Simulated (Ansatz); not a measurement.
# Au in Ansatz: the effect of functional

The system is Au.

```
Au
1.0
     0.00000    1.99346    1.99346
     1.99346    0.00000    1.99346
     1.99346    1.99346    0.00000
Au
1
Direct
  0.00000 0.00000 0.00000
```

The cell isn't the ideal one: volume scaled by 0.94.

Alike in all runs:

* Program: Ansatz 0.2.0
* Task: single point
* Potentials or basis: Ansatz PAW
* k mesh: 11 × 11 × 11
* Occupations: fermi-dirac, width 0.05 eV
* Spin: no spin polarisation

Problem. One run gave: pressure 21.1 GPa. Which functional did it use?
A. LDA
B. r2SCAN
C. PBE

Solution. B.

```csv
functional,cutoff,pressure (GPa)
LDA,420 eV (not typed: the program's choice for these potentials),10.0
r2SCAN,500 eV (not typed: the program's choice for these potentials),21.1
PBE,420 eV (not typed: the program's choice for these potentials),25.5
```

Caveats: the PAW data sets come from PBE, with cores solved anew for the run's functional, which leaves a small shift of forces and pressure (some runs).
